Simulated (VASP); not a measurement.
Level of theory: vdW-DF-cx, VASP's PBE PAW potentials (set 64) (plane waves; VASP).

Input for VASP

### POSCAR
```
Li2O
1.0
  0.0000000000   2.3185295981   2.3185295981
  2.3185295981   0.0000000000   2.3185295981
  2.3185295981   2.3185295981   0.0000000000
Li O
2 1
direct
  0.2500000000   0.2500000000   0.2500000000
  0.7500000000   0.7500000000   0.7500000000
  0.0000000000   0.0000000000   0.0000000000
```

**INCAR**
```
AGGAC = 0.0
ALGO = Normal
EDIFF = 1E-6
EDIFFG = -0.02
ENCUT = 520
GGA = CX
IBRION = 2
ISIF = 3
ISMEAR = 0
LASPH = .True.
LCHARG = .False.
LREAL = .False.
LUSE_VDW = .True.
LWAVE = .False.
NELM = 100
NSW = 60
PREC = Accurate
SIGMA = 0.05
SYSTEM = Li2O
```

**KPOINTS**
```
Automatic mesh
0
Gamma
7 7 7
0 0 0
```

POTCAR, in this order: Li_sv O (PBE.64 set). Program: vasp_std.

The run wrote:

File OSZICAR:
```
       N       E                     dE             d eps       ncg     rms          rms(c)
DAV:   1     0.435714698876E+02    0.43571E+02   -0.60926E+03   400   0.127E+03
DAV:   2    -0.780744276707E+01   -0.51379E+02   -0.49814E+02   446   0.229E+02
DAV:   3    -0.126729240306E+02   -0.48655E+01   -0.48468E+01   746   0.594E+01
DAV:   4    -0.127379230897E+02   -0.64999E-01   -0.64941E-01   490   0.805E+00
DAV:   5    -0.127384487486E+02   -0.52566E-03   -0.52565E-03   572   0.623E-01    0.737E+00
DAV:   6    -0.110089217773E+02    0.17295E+01   -0.94624E+00   402   0.194E+01    0.289E+00
DAV:   7    -0.109668498115E+02    0.42072E-01   -0.21282E-01   458   0.395E+00    0.148E+00
DAV:   8    -0.109567725816E+02    0.10077E-01   -0.61399E-02   460   0.319E+00    0.342E-01
DAV:   9    -0.109558349833E+02    0.93760E-03   -0.60289E-03   510   0.754E-01    0.110E-01
DAV:  10    -0.109563710228E+02   -0.53604E-03   -0.10400E-03   428   0.283E-01    0.754E-02
DAV:  11    -0.109563200254E+02    0.50997E-04   -0.10527E-04   504   0.117E-01    0.130E-02
DAV:  12    -0.109563208780E+02   -0.85254E-06   -0.58596E-06   482   0.227E-02
   1 F= -.10956321E+02 E0= -.10956321E+02  d E =-.109563E+02
```

**OUTCAR**
```
------------------------ aborting loop because EDIFF is reached ----------------------------------------
  FORCE on cell =-STRESS in cart. coord.  units (eV):
  Direction    XX          YY          ZZ          XY          YZ          ZX
  --------------------------------------------------------------------------------------
  Total        0.0175298      0.0175298      0.0175298     -0.0000000      0.0000000     -0.0000000
  in kB        1.1267320      1.1267320      1.1267320     -0.0000000      0.0000000     -0.0000000
  external PRESSURE =       1.1267320 kB  Pullay stress =       0.0000000 kB
  volume of cell :       24.93
      direct lattice vectors                 reciprocal lattice vectors
     0.000000000  2.318529598  2.318529598    -0.215653922  0.215653922  0.215653922
     2.318529598  0.000000000  2.318529598     0.215653922 -0.215653922  0.215653922
     2.318529598  2.318529598  0.000000000     0.215653922  0.215653922 -0.215653922
 POSITION                                       TOTAL-FORCE (eV/Angst)
 -----------------------------------------------------------------------------------
      1.15926      1.15926      1.15926         0.000000     -0.000000      0.000000
      3.47779      3.47779      3.47779        -0.000000      0.000000     -0.000000
      0.00000      0.00000      0.00000         0.000000      0.000000      0.000000
 -----------------------------------------------------------------------------------
    total drift:                               -0.000000      0.000000      0.000000
  FREE ENERGIE OF THE ION-ELECTRON SYSTEM (eV)
  ---------------------------------------------------
  free  energy   TOTEN  =       -10.9563208780 eV

  energy  without entropy=      -10.9563208780  energy(sigma->0) =      -10.95632088

 reached required accuracy - stopping structural energy minimisation
```
(Selected blocks of OUTCAR.)

The compound is Li2O in the antifluorite structure. It was relaxed first. The start is the result of an earlier pass.
